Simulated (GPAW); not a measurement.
# CdS (Greenockite): band structure with LDA

**Experimental background.**

From “Isotope dependence of band-gap energy”, 2008, arxiv:0807.2152, for a bulk crystal of CdS: band gap 2.5809 ± 0.0002 eV.

CdS (Greenockite):

```
Cd S
1.0
     4.15000    0.00000    0.00000
    -2.07500    3.59401    0.00000
     0.00000    0.00000    6.73700
Cd S
2 2
Direct
  0.66667 0.33333 0.50000
  0.33333 0.66667 0.00000
  0.66667 0.33333 0.87500
  0.33333 0.66667 0.37500
```

```yaml
Program: GPAW 26.7.0
Task: band structure
Functional: LDA
Potentials_or_basis: PAW data sets generated in the run's folder for this functional
Cutoff: 600 eV
Basis: pw
k_mesh: 5 × 5 × 3
Occupations: fermi-dirac, width 0.05 eV
Spin: no spin polarisation
Maxiter: 150
Band_path: GMKGALHA,LM,KH
Band_points: 80
```

```json
{
 "Pressure": "-3.3 GPa",
 "Largest force": "0.058 eV/Å",
 "Band gap on the k mesh": "0.89 eV, direct",
 "Band gap along the path": "0.89 eV, direct"
}
```

Forces in eV/Å, atoms in the order of the input:
```
Cd   0.000  0.000 -0.058
Cd   0.000  0.000 -0.057
S    0.000  0.000  0.058
S    0.000  0.000  0.057
```

Stress tensor (GPa, compression positive):
```
-3.49  0.00  0.00
 0.00 -3.49  0.00
 0.00  0.00 -2.96
```

Levels at the corners of the path, in eV from the valence-band top:
```tsv
point	band 14	band 15	band 16	band 17	band 18	band 19	band 20	band 21	band 22	band 23
Γ	-0.78	-0.78	-0.05	0.00	0.00	0.89	2.52	6.23	6.23	6.56
M	-3.58	-2.71	-1.91	-1.34	-0.75	3.47	3.64	4.89	6.14	6.79
K	-3.76	-3.15	-1.89	-1.89	-1.65	4.40	4.88	4.88	6.88	7.21
Γ	-0.78	-0.78	-0.05	0.00	0.00	0.89	2.52	6.23	6.23	6.56
A	-2.54	-0.41	-0.41	-0.41	-0.41	2.58	2.58	5.93	5.93	6.60
L	-4.21	-1.36	-1.36	-1.36	-1.36	3.22	3.22	5.18	5.18	7.60
H	-4.09	-2.46	-2.46	-1.14	-1.14	4.15	4.15	5.85	5.85	6.24
A	-2.54	-0.41	-0.41	-0.41	-0.41	2.58	2.58	5.93	5.93	6.60
L	-4.21	-1.36	-1.36	-1.36	-1.36	3.22	3.22	5.18	5.18	7.60
M	-3.58	-2.71	-1.91	-1.34	-0.75	3.47	3.64	4.89	6.14	6.79
K	-3.76	-3.15	-1.89	-1.89	-1.65	4.40	4.88	4.88	6.88	7.21
H	-4.09	-2.46	-2.46	-1.14	-1.14	4.15	4.15	5.85	5.85	6.24
```

It took 2.8 min on 1 thread of Arm Neoverse V1 (shared host), peak memory 0.5 GiB.

Measured gap of CdS: 2.5809 eV (quoted in “Isotope dependence of band-gap energy”, 2008, arxiv:0807.2152). This calculation gives 0.89 eV (-1.69 eV). So large a miss can be the level of theory's own, or it may mean another phase, state or a wrong row. Spin-orbit coupling on Cd is left out. The value is that of LDA, without temperature or zero-point motion. Semilocal functionals fall short of measured gaps as a rule.
